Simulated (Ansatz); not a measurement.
## Calculated coordination and 17O quadrupole coupling for SrTiO3 under strain

Cell: an entry of the Crystallography Open Database (COD), relaxed with PBE at fixed cell and then changed (z compressed by 1 %, ions relaxed).

```
Sr Ti O
1.0
    -2.75550    2.75550    3.85902
     2.75550   -2.75550    3.85902
     2.75550    2.75550   -3.85902
Sr Ti O
2 2 6
Direct
  0.75000 0.25000 0.50000
  0.25000 0.75000 0.50000
  0.00000 0.00000 0.00000
  0.50000 0.50000 0.00000
  0.25000 0.25000 0.00000
  0.75000 0.75000 0.00000
  0.72832 0.22832 0.95665
  0.22832 0.27168 0.50000
  0.27168 0.77168 0.04335
  0.77168 0.72832 0.50000
```

Atom numbers follow the list; atoms alike are taken as one site, whose name carries the number of the first.

Method: Kohn–Sham DFT in Ansatz, PBE, plane waves and PAW, scalar-relativistic, 420 eV cutoff, Γ-centred 8×8×8 k-points, Fermi–Dirac smearing 0.02 eV.

Q(17O) = -25.58 mb.

(1) Rank these O sites by |C_Q|, smallest first.
A. O5: 2 Ti at 1.93 Å, angle 180°; also 4 Sr at 2.76 Å
B. O7: 2 Ti at 1.96 Å, angle 170°; also 4 Sr at 2.62–2.86 Å

## Answers

(1) A (0.508 MHz, η = 0.00), B (0.922 MHz, η = 0.25).

An axis of threefold or higher order runs through O5, so V_zz lies along it and η is zero. At O7 V_zz points along the line of its two bonds (within 1°). Like point charges on the first shell alone (each adding as 1/d³) would put O5 above O7: the covalent part of each bond and the atoms beyond the first shell count as well.

At this changed cell the PBE pressure is 7 GPa.
